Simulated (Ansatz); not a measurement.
# CoSi (rocksalt type): the cost of one run

Method: DFT, PBE, PAW with Ansatz's default frozen-core files, scalar-relativistic, in Ansatz 0.2.0.

### Step 1. Starting point

Symmetry: Fm-3m, No. 225, cubic system. The conventional cell has a = 4.585 Å, b = 4.585 Å, c = 4.585 Å, α = 90.00°, β = 90.00°, γ = 90.00°. Around Co (site symmetry m-3m) lie 6 Si at 2.29 Å. Around Si (site symmetry m-3m) lie 6 Co at 2.29 Å.

As a file:

```xyz
2
Lattice="0.0000 2.2924 2.2924 2.2924 0.0000 2.2924 2.2924 2.2924 0.0000" Properties=species:S:1:pos:R:3 pbc="T T T"
Co    0.0000    0.0000    0.0000
Si    2.2924    2.2924    2.2924
```

Atoms are numbered in the order of the input: Co1, Si2.

### Step 2. Cell relaxed at zero pressure, PAW

The input, input.yaml:

```yaml
crystal:
  lattice:
    - [0.0, 2.2923918786, 2.2923918786]
    - [2.2923918786, 0.0, 2.2923918786]
    - [2.2923918786, 2.2923918786, 0.0]
  atoms:
    - { symbol: Co, position: [0.0, 0.0, 0.0] }
    - { symbol: Si, position: [0.5, 0.5, 0.5] }
kpoints:
  mp_grid: { grid: [15, 15, 15] }
scf:
  occupations: { method: fermi_dirac, width: 0.05 }
hamiltonian:
  xc: pbe
  pseudopotentials: { kind: paw }
output:
  forces: true
  stress: true
relax:
  f_tol: 0.005
  max_steps: 40
  cell: {}
```

Started as:

```bash
$ ansatz run input.yaml --threads 1 --pin off --max-ram 3584MiB --backend cpu --events-out ev --progress --plain --runs-dir out
```

Q: Estimate wall time and peak memory on 1 thread of Intel Xeon Platinum 8488C (Sapphire Rapids), shared host.

About 13 s, with a peak of 0.39 GiB.
